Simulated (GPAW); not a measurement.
A run of GPAW 26.7.0:

Contents of run.py:

```python
from ase.eos import EquationOfState
from ase.io import Trajectory, read
from ase.units import GPa
from gpaw import GPAW

atoms = read('POSCAR')

traj = Trajectory('eos.traj', 'w')
volumes, energies = [], []
for x in [0.94, 0.96, 0.98, 1.0, 1.02, 1.04, 1.06]:
    a = atoms.copy()
    a.set_cell(atoms.cell * x**(1 / 3), scale_atoms=True)
    calc = GPAW(mode='fd',
                h=0.16,
                xc='PBE',
                kpts={'size': (8, 8, 8), 'gamma': True},
                occupations={'name': 'fermi-dirac', 'width': 0.05},
                nbands=11,
                convergence={'density': 1e-05, 'energy': 1e-05},
                maxiter=150,
                txt=f'eos-{x:.2f}.txt')
    a.calc = calc
    energies.append(a.get_potential_energy(force_consistent=True))
    volumes.append(a.get_volume())
    calc.write(f'eos-{x:.2f}.gpw')
    traj.write(a)
    print(f'{x:.2f} {volumes[-1]:10.4f} A^3 {energies[-1]:14.6f} eV', flush=True)

v0, e0, B = EquationOfState(volumes, energies, eos='birchmurnaghan').fit()
print(f'V0 = {v0:.4f} A^3, E0 = {e0:.6f} eV, B0 = {B / GPa:.2f} GPa')
```

Contents of POSCAR:

```
GaAs
1.0
    0.0000000000      2.8268500000      2.8268500000
    2.8268500000      0.0000000000      2.8268500000
    2.8268500000      2.8268500000      0.0000000000
As Ga
1 1
Direct
    0.7500000000      0.7500000000      0.7500000000
    0.0000000000      0.0000000000      0.0000000000
```

Potentials or basis: GPAW PAW data sets (gpaw-data 1.2.1), fd.

The run is started by

```sh
$ OMP_NUM_THREADS=1 python run.py
```

Hardware: 1 thread of Arm Neoverse V1, on a shared host.

How long does it take, and how much memory?

Wall time 120 s on 1 thread of Arm Neoverse V1 (shared host), peak memory 0.42 GiB. Counts: scf iterations 65, bands 11, k points 29.
